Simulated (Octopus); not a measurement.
Sb: equation of state with PBE

Sb:

```
CELL_PARAMETERS angstrom
3.16000 0.00000 0.00000
0.00000 3.16000 0.00000
0.00000 0.00000 3.16000
ATOMIC_POSITIONS crystal
Sb 0.00000 0.00000 0.00000
```

This isn't the form of Sb at room conditions, which is rhombohedral.

```json
{
 "Program": "Octopus 16.4",
 "Task": "equation of state",
 "Functional": "PBE",
 "Potentials or basis": "pseudodojo_pbe (PseudoDojo 0.5, PBE)",
 "k mesh": "8 × 8 × 8",
 "Occupations": "fermi-dirac, width 0.05 eV",
 "Spin": "no spin polarisation",
 "Eigensolver": "chebyshev_filter",
 "Volume scales": "[0.94, 0.96, 0.98, 1.0, 1.02, 1.04, 1.06]",
 "k-point symmetries used": "yes",
 "ConvRelDens": "3e-07",
 "ExtraStates": "5",
 "DerivativesOrder": "8"
}
```

- Equilibrium volume: 29.92 Å³/atom (rough: see the caveat)
- Bulk modulus: 69 GPa (rough)

Energy against volume, from the lowest point:
```tsv
volume (Å³/atom)	energy (meV/atom)
29.661	0.00
30.292	0.76
30.923	5.39
31.554	16.10
32.186	28.26
32.817	42.90
33.448	60.08
```

All runs of the series together: 17 min on 1 thread of Arm Neoverse V1, with other jobs on the host.

Caveat: the fit is doubtful: noisy points or a state that changes with volume; the number of grid points is fixed, so the spacing changes with the cell, which shifts volumes and moduli. Spin-orbit coupling is left out, which matters for the levels of Sb.
